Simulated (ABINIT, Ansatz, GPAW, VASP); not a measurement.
**TiTe: 4 runs at one level of theory**

```
Ti Te
1.0
     0.00000    3.31060    3.31060
     3.31060    0.00000    3.31060
     3.31060    3.31060    0.00000
Ti Te
1 1
Cartesian
  0.0000 0.0000 0.0000
  1.6553 1.6553 1.6553
```

The cell comes from a database or a generator and needn't be the stable form of this composition.

Alike in all runs: task single point; functional PBE; k mesh 7 × 7 × 7; occupations fermi-dirac, width 0.05 eV; no spin polarisation; no spin-orbit coupling. Pressure is positive in compression and, in plane waves, holds the error of the finite cutoff, which Ansatz's Pulay term estimates and takes out.

```tsv
program and potentials	plane-wave cutoff (eV)	notes	pressure (GPa)
Ansatz, Ansatz PAW	420	14 valence electrons an atom on average	-6.23
ABINIT, JTH PAW PBE v2.0	408	9 valence electrons an atom on average	-6.13
VASP, PBE PAW files Te, Ti_sv, 520 eV	520	9 valence electrons an atom on average	-6.21
GPAW, GPAW PAW data sets (gpaw-data 1.2.1)	600	9 valence electrons an atom on average	-6.50
```

The pressure spans -6.50 (GPAW, GPAW PAW data sets (gpaw-data 1.2.1)) to -6.13 GPa (ABINIT, JTH PAW PBE v2.0).

Differences between rows come from potentials, basis sets and numerical settings, since the functional is the same but for its coding. Runs on potential files found faulty are left out.
